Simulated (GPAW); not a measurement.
Wanted: an ASE script for a GPAW 26.7.0 run.

```yaml
Task: band structure
Functional: PBEsol
Potentials_or_basis: PAW data sets generated in the run's folder for this functional
Cutoff: 600 eV
Basis: pw
k_mesh: 6 × 6 × 6
Occupations: fermi-dirac, width 0.05 eV
Spin: spin-orbit coupling, no magnetisation
Maxiter: 150
Band_path: GXWKGLUWLK,UX
Band_points: 60
spin_axis_theta_degrees: 90
spin_axis_phi_degrees: 45
Soc_after_scf: second variation
```

The structure of GaSb lies in GaSb.xyz:

```xyz
2
Lattice="0.0000000000 3.0590000000 3.0590000000 3.0590000000 0.0000000000 3.0590000000 3.0590000000 3.0590000000 0.0000000000" Properties=species:S:1:pos:R:3 pbc="T T T"
Sb     4.5885000000      4.5885000000      4.5885000000
Ga     0.0000000000      0.0000000000      0.0000000000
```

These files were run (other wordings do the same):

run.py

```python
import numpy as np
from ase.dft.bandgap import bandgap
from ase.io import read, write
from ase.units import GPa
from gpaw import GPAW, PW, setup_paths
from gpaw.spinorbit import soc_eigenstates

setup_paths.insert(0, '.')

atoms = read('GaSb.xyz')

calc = GPAW(mode=PW(600),
            xc='PBEsol',
            kpts={'size': (6, 6, 6), 'gamma': True},
            occupations={'name': 'fermi-dirac', 'width': 0.05},
            nbands=18,
            convergence={'density': 1e-05, 'energy': 1e-05},
            maxiter=150,
            txt='gpaw.txt')
atoms.calc = calc
energy = atoms.get_potential_energy()
forces = atoms.get_forces()
stress = atoms.get_stress()
calc.write('gs.gpw')
write('result.traj', atoms)
print(f'Energy: {energy:.6f} eV')
print('Forces (eV/A):')
print(forces.round(4))
print('Stress (GPa):', (stress / GPa).round(3))
print('Fermi level:', round(calc.get_fermi_level(), 4), 'eV')
print(f'Gap: {bandgap(calc)[0]:.4f} eV, direct: {bandgap(calc, direct=True)[0]:.4f} eV')

path = atoms.cell.bandpath('GXWKGLUWLK,UX', npoints=60, eps=1e-4)
bs_calc = calc.fixed_density(kpts=path, symmetry='off', nbands=30,
                             convergence={'bands': 'CBM+6.0', 'eigenstates': 1e-6}, txt='bands.txt')
bs = bs_calc.band_structure()
bs.write('bs.json')
print(f'Gap on the path: {bandgap(bs_calc)[0]:.4f} eV')

soc = soc_eigenstates(bs_calc, theta=90, phi=45)
np.savetxt('soc_bands.dat', soc.eigenvalues(), fmt='%.4f')
mesh = soc_eigenstates('gs.gpw', theta=90, phi=45)
np.savetxt('soc_mesh.dat', mesh.eigenvalues(), fmt='%.4f')
print('Fermi level with spin-orbit coupling:', round(mesh.fermi_level, 4), 'eV')
```

Potentials or basis: PAW data sets generated in the run's folder for this functional, pw.

The run is started by

```console
$ gpaw-setup -f PBEsol Ga Sb
$ OMP_NUM_THREADS=1 python run.py
```

It gave:

```yaml
Pressure: -0.1 GPa
Band_gap_along_the_path: none (metal or under the smearing width)
```

Caveat: spin-orbit coupling was added after a scalar SCF, so levels and gaps hold it while energy, forces, pressure and moments don't; this program's spin-orbit splittings come out too wide for heavy elements; this crystal is a semiconductor, whose small gap the functional closes, so the metal is an error of the method.

It took 31 s on 1 thread of Arm Neoverse V2, with other jobs on the host, peak memory 0.28 GiB.
